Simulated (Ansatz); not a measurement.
**fcc against bcc along group 5**

Theory: DFT, BLYP, plane waves (420 eV) with PAW, scalar-relativistic (Ansatz). (PAW data from PBE, frozen cores regenerated.)

Each structure is relaxed within its symmetry, in the lowest magnetic state of the tried starts. Differences under about 8 meV lie within the error of the k-point mesh.

```json
{"element": "V", "E(fcc) − E(bcc) (meV/atom)": "233", "V(fcc) (Å³/atom)": "14.32", "V(bcc) (Å³/atom)": "13.86", "state of fcc": "spin not included", "state of bcc": "spin not included"}
{"element": "Nb", "E(fcc) − E(bcc) (meV/atom)": "309", "V(fcc) (Å³/atom)": "19.50", "V(bcc) (Å³/atom)": "18.82", "state of fcc": "spin not included", "state of bcc": "spin not included"}
{"element": "Ta", "E(fcc) − E(bcc) (meV/atom)": "229", "V(fcc) (Å³/atom)": "19.39", "V(bcc) (Å³/atom)": "18.89", "state of fcc": "spin not included", "state of bcc": "spin not included"}
```
